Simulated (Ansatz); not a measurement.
CsBr:
```xyz
2
Lattice="4.3237 0.0000 0.0000 0.0000 4.3237 0.0000 0.0000 0.0000 4.3237" Properties=species:S:1:pos:R:3 pbc="T T T"
Cs     0.0000     0.0000     0.0000
Br     2.1619     2.1619     2.1619
```

Relaxed with r²SCAN. Special points in fractions of this cell's reciprocal vectors: Γ (0.000, 0.000, 0.000); X (0.000, 0.500, 0.000); M (0.500, 0.500, 0.000); R (0.500, 0.500, 0.500).

### Question
List the band energies nearest the valence-band maximum at these points for r²SCAN in the plane-wave PAW code Ansatz.

### Answer
In eV from the valence-band maximum; about four levels below and three above (degenerate sets whole), none deeper than 8.9 eV; points with the same levels are listed once.

```csv
k,below,above
Γ,-6.56 -6.56 -6.56 0.00 0.00 0.00,5.19 5.43 5.43
X,-6.47 -6.47 -1.25 -0.19 -0.19,6.44 7.85 8.36
M,-6.41 -0.57 -0.57 0.00,5.84 6.12 7.85 7.85
R,-6.95 -6.95 -6.95 -1.11 -1.11 -1.11,8.90 8.90 8.90
```

Space group Pm-3m (CsCl type). The cell was relaxed with r²SCAN under the symmetry of its start. Scalar-relativistic: spin–orbit coupling is off unless named, which matters more the heavier the elements.

Potentials: the later of the program's two PAW sets.
